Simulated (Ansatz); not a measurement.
# Co (simple hexagonal type): how the settings move a relaxation

Aim: see which settings change the result for Co (simple hexagonal type), by how much, and at what cost.

Computed with Ansatz 0.2.0 (reference: DFT, PBE, PAW with Ansatz's default frozen-core files, scalar-relativistic, unless a step's input says otherwise).

1 further run of the same task is left out (it didn't finish).

## 1. The structure to begin with

Symmetry: P6/mmm, No. 191, hexagonal system. The conventional cell has a = 2.153 Å, b = 2.153 Å, c = 2.036 Å, α = 90.00°, β = 90.00°, γ = 120.00°. Co (site symmetry 6/mmm) has 8 Co at 2.04 to 2.15 Å as nearest neighbours.

Structure file:

```
Co
1.0
     2.15310    0.00000    0.00000
    -1.07655    1.86464    0.00000
     0.00000    0.00000    2.03608
Co
1
Direct
  0.00000 0.00000 0.00000
```

## 2. Reference

input.yaml reads:

```yaml
crystal:
  lattice:
    - [2.1530998888, 0.0, 0.0]
    - [-1.0765499444, 1.8646392006, 0.0]
    - [0.0, 0.0, 2.0360814387]
  atoms:
    - { symbol: Co, position: [0.0, 0.0, 0.0], spin: 1.7 }
magnetization:
  spin_polarized: true
kpoints:
  mp_grid: { grid: [18, 18, 17] }
scf:
  occupations: { method: fermi_dirac, width: 0.1 }
hamiltonian:
  xc: pbe
  pseudopotentials: { kind: paw }
output:
  forces: true
  stress: true
  write_density: true
  write_potential: true
  elf: true
  volumetric_format: npy
relax:
  f_tol: 0.005
  max_steps: 30
  cell: { stress_tol: 0.23, fix: [volume] }
```

Command:

```console
> ansatz run input.yaml --threads 1 --pin off --max-ram 3072MiB --backend cpu --events-out ev --progress --plain --runs-dir out
```

## 3. Changed: starting moments, mp_grid.grid [22, 22, 21], n_extra_bands 32

Changes to input.yaml since step 2:

```diff
@@ -6,3 +6,3 @@
   atoms:
-    - { symbol: Co, position: [0.0, 0.0, 0.0], spin: 1.7 }
+    - { symbol: Co, position: [0.0, 0.0, 0.0], spin: 2.0 }
 magnetization:
@@ -10,5 +10,6 @@
 kpoints:
-  mp_grid: { grid: [18, 18, 17] }
+  mp_grid: { grid: [22, 22, 21] }
 scf:
   occupations: { method: fermi_dirac, width: 0.1 }
+  n_extra_bands: 32
 hamiltonian:
```

Q: Predict the outcome of this session. Wanted: for each run, ending; energy change; pressure; gap; force.

As calculated:

| run | ending | energy change | pressure (GPa) | gap (eV) | force (eV/Å) | cycles | time |
| --- | --- | --- | --- | --- | --- | --- | --- |
| reference | converged | 0 | 138.5 | 0.00 | 0.00 | 31 | 36 s |
| 1: starting moments, mp_grid.grid [22, 22, 21], n_extra_bands 32 | converged | +1.8 meV/atom | 138.5 | 0.00 | 0.00 | 38 | 2.6 min |

Changing the spin start, k-point mesh and band count moves the energy by +1.8 meV/atom. Cost: 38 SCF cycles against 31, 2.6 min against 36 s. The structure is not at rest: the sound run finds 138 GPa, so these are no properties of the relaxed crystal. 
